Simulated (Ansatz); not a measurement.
**Ru: squeezing one contact**

An exercise on one series of results from a longer session: the logs are not shown, and one member is left open.

Method: DFT PBE, with the methods named in each step, in Ansatz 0.2.0.

2 further runs of the same task are left out: 2 that didn't finish. Runs told in other sessions of the task aren't counted.

**The starting structure**

Symmetry: P6_3/mmc, No. 194, hexagonal system. Conventional cell: a = 2.706 Å, b = 2.706 Å, c = 4.282 Å, α = 90.00°, β = 90.00°, γ = 120.00°. Around Ru (site symmetry -6m2) lie 12 Ru at 2.65 to 2.71 Å.

Structure file:

```
CELL_PARAMETERS angstrom
2.70580 0.00000 0.00000
-1.35290 2.34329 0.00000
0.00000 0.00000 4.28190
ATOMIC_POSITIONS crystal
Ru 0.33333 0.66667 0.25000
Ru 0.66667 0.33333 0.75000
```

Atoms are numbered in the order of the input: Ru1, Ru2.

The first run:

input.yaml

```yaml
crystal:
  lattice:
    - [2.7058, 0.0, 0.0]
    - [-1.3529, 2.3432915376, 0.0]
    - [0.0, 0.0, 4.2819]
  atoms:
    - { symbol: Ru, position: [0.3333333333, 0.6666666667, 0.25] }
    - { symbol: Ru, position: [0.6666666667, 0.3333333333, 0.75] }
kpoints:
  mp_grid: { grid: [13, 13, 7] }
scf:
  occupations: { method: fermi_dirac, width: 0.05 }
hamiltonian:
  xc: pbe
  pseudopotentials: { kind: all_electron, lapw: { basis_error: 0.001 } }
output:
  forces: true
  stress: true
  eigenvalues: true
  populations: true
```

Command:

```sh
$ ansatz run input.yaml --threads 1 --pin off --max-ram 2048MiB --backend cpu --events-out ev --progress --plain --runs-dir out
```

Among the steps run: The bond as given, LAPW; Shortest bond scaled by 1, crystal datasets; Shortest bond scaled by 1.1, LAPW; Shortest bond scaled by 0.7, LAPW; Shortest bond scaled by 0.64, LAPW; Shortest bond scaled by 0.64, norm-conserving.

One table of the session follows, with a row left open; its other results are not shown here.

```
             method  length (Å)  force along the bond (eV/Å)  pressure (GPa)  largest force (eV/Å)
               LAPW       1.696                       38.111          188.42                38.527
               LAPW       1.855                       20.757          115.61                21.231
               LAPW       2.650                        0.000            4.45                 0.000
               LAPW       2.915                       -3.123           14.13                 3.233
                PAW       1.537                       76.147          311.95                76.468
                PAW       1.696                       38.645          189.75                39.048
                PAW       1.855                       20.907          116.04                21.373
                PAW       2.650                            ?               ?                     ?
                PAW       2.915                       -3.121           14.19                 3.231
PAW (cutoff 800 eV)       1.537                       76.054          311.65                76.376
   crystal datasets       2.650                        0.000            4.45                 0.000
    norm-conserving       1.696                       38.629          190.08                39.039
```

**Question.** Estimate the row for PAW, 2.650.

**Answer.** force along the bond (eV/Å): 0.000; pressure (GPa): 4.52; largest force (eV/Å): 0.000.

Limits of these values: Rows by PAW come from runs of the same series that aren't printed here. At pressures up to 312 GPa the PAW spheres may overlap and frozen cores may not hold, so those PAW values are rough without an all-electron check. Warnings in the runs' records: crystal datasets made, gradients without spin orbit.
